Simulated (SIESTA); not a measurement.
A run of SIESTA 5.4.2 is set up as follows.

Contents of PbSe.fdf:

```
SystemName                      Clausthalite
SystemLabel                     PbSe
NumberOfSpecies                 2
NumberOfAtoms                   2
%block ChemicalSpeciesLabel
  1  82 Pb
  2  34 Se
%endblock ChemicalSpeciesLabel

LatticeConstant                 1.0 Ang
%block LatticeVectors
     0.0000000000     3.0606500000     3.0606500000
     3.0606500000     0.0000000000     3.0606500000
     3.0606500000     3.0606500000     0.0000000000
%endblock LatticeVectors
AtomicCoordinatesFormat         Fractional
%block AtomicCoordinatesAndAtomicSpecies
     0.0000000000     0.0000000000     0.0000000000  1  Pb
     0.5000000000     0.5000000000     0.5000000000  2  Se
%endblock AtomicCoordinatesAndAtomicSpecies

%block kgrid.MonkhorstPack
    8   0   0  0.0
    0   8   0  0.0
    0   0   8  0.0
%endblock kgrid.MonkhorstPack
XC.Functional                   GGA
XC.Authors                      PBE
PAO.BasisSize                   DZP
PAO.EnergyShift                 0.003 Ry
Mesh.Cutoff                     500 Ry
OccupationFunction              FD
ElectronicTemperature           0.05 eV
MaxSCFIterations                120
SCF.MustConverge                false
SCF.Mixer.Method                Pulay
SCF.Mixer.Weight                0.25
SCF.Mixer.History               8
SCF.DM.Tolerance                5.0e-05
SCF.H.Tolerance                 1.0e-03 eV
WriteForces                     true
Charge.Mulliken                 end
OpticalCalculation              true
Optical.Energy.Minimum          0.0 eV
Optical.Energy.Maximum          40 eV
Optical.Broaden                 0.1 eV
%block Optical.Mesh
  8 8 8
%endblock Optical.Mesh
Optical.OffsetMesh              true
Optical.PolarizationType        polycrystal
%block PAO.Basis
  Pb 4
  n=6 0 2
    6.167 0.000
  n=6 1 2
    8.915 0.000
  n=5 2 2
    4.155 0.000
  n=6 2 1
    8.915
  Se 4
  n=4 0 2
    5.139 0.000
  n=4 1 2
    6.735 0.000
  n=3 2 2
    2.657 0.000
  n=4 2 1
    6.735
%endblock PAO.Basis
```

Potentials or basis: PseudoDojo 0.4 standard (PBE files), DZP (energy shift 0.003 Ry; two zetas on semicore shells).

Run with:

```bash
$ siesta < PbSe.fdf > PbSe.out 2>&1
```

Predict the band gap on the k mesh.

0.36 eV, direct.

What does it give for the pressure?

3.8 GPa.

Dielectric function (mean over the directions given):
```csv
energy (eV),real part,imaginary part
0.26,18.35,0.00
1.17,21.40,8.32
2.21,21.72,29.94
3.25,-24.82,32.28
4.29,-7.84,8.62
5.33,-4.78,3.01
6.37,-0.98,1.95
7.41,-0.86,2.35
8.45,-1.39,4.38
9.49,-1.40,2.65
10.53,-0.75,1.40
11.57,-0.68,1.03
12.61,-0.62,0.79
13.65,-0.72,0.46
14.69,0.06,0.42
15.73,0.15,0.17
16.77,0.37,0.39
17.81,0.86,0.33
18.85,0.69,1.18
19.89,0.30,0.71
```

Caveat: the basis holds too few empty states to meet the f-sum rule, so the spectrum is short of weight at high energy; spectra need much finer meshes, so this one isn't converged; independent-particle spectra lack excitons; spin-orbit coupling is left out, which as a rule narrows the gap of such compounds by several tenths of an eV; the basis of atomic orbitals isn't converged, which shifts pressures, moduli and gaps.

**Experimental background.**

A printed reference work, monograph reports, for a bulk crystal of PbSe at 300 K: band gap 0.28 eV (direct).

Against the measured gap of PbSe, 0.28 eV (direct; 300 K; a printed reference work, monograph), the calculated 0.36 eV is off by +0.08 eV. 2 values of this kind are on record (0.15 to 0.28 eV); this one was drawn at random. Spin-orbit coupling on Pb, Se is left out. The value is that of PBE in an atomic basis (PseudoDojo 0.4 standard (PBE files), DZP (energy shift 0.003 Ry; two zetas on semicore shells)), whose error adds to the functional's, on a finite k mesh, which can miss the band edges, without temperature or zero-point motion.
